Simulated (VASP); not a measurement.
Set up this calculation in VASP 6.6.1, as the native input.

```yaml
Task: single point
Functional: PBE
Potentials_or_basis: VASP PAW PBE potentials, release 64 (Y_sv)
Cutoff: 520 eV
k_mesh: 6 × 6 × 4
Occupations: gaussian, width 0.05 eV
Spin: no spin polarisation
Dipole_correction: no
Further_INCAR_settings: ALGO = Normal; EDIFF = 1e-06; NBANDS = 18
```

The structure of Y lies in POSCAR:

```
Y
1.0
    3.6474000000      0.0000000000      0.0000000000
   -1.8237000000      3.1587410578      0.0000000000
    0.0000000000      0.0000000000      5.7306000000
Y
2
Direct
    0.6700770000      0.3217800000      0.7512290000
    0.3305060000      0.6741340000      0.2556330000
```

These files were run (other wordings do the same):

INCAR

```
SYSTEM = Y
PREC = Accurate
ENCUT = 520
EDIFF = 1E-6
ISMEAR = 0
SIGMA = 0.05
LREAL = .False.
LASPH = .True.
NELM = 100
ALGO = Normal
ISIF = 2
LWAVE = .False.
LCHARG = .False.
GGA = PE
NBANDS = 18
```

KPOINTS

```
regular mesh
0
Gamma
  6 6 4
  0 0 0
```

Potentials or basis: VASP PAW PBE potentials, release 64 (Y_sv).

Command:

```console
$ cat potpaw_PBE.64/Y_sv/POTCAR > POTCAR
$ mpirun -np 1 vasp_std > vasp.out
```

Results of the run:

```yaml
Pressure: -0.2 GPa
Largest_force: 0.132 eV/Å
Band_gap_on_the_k_mesh: none (metal or under the smearing width)
```

It took 66 s on 1 thread of Intel(R) Xeon(R) Platinum 8488C (Sapphire Rapids), with other jobs on the host, peak memory 0.24 GiB.
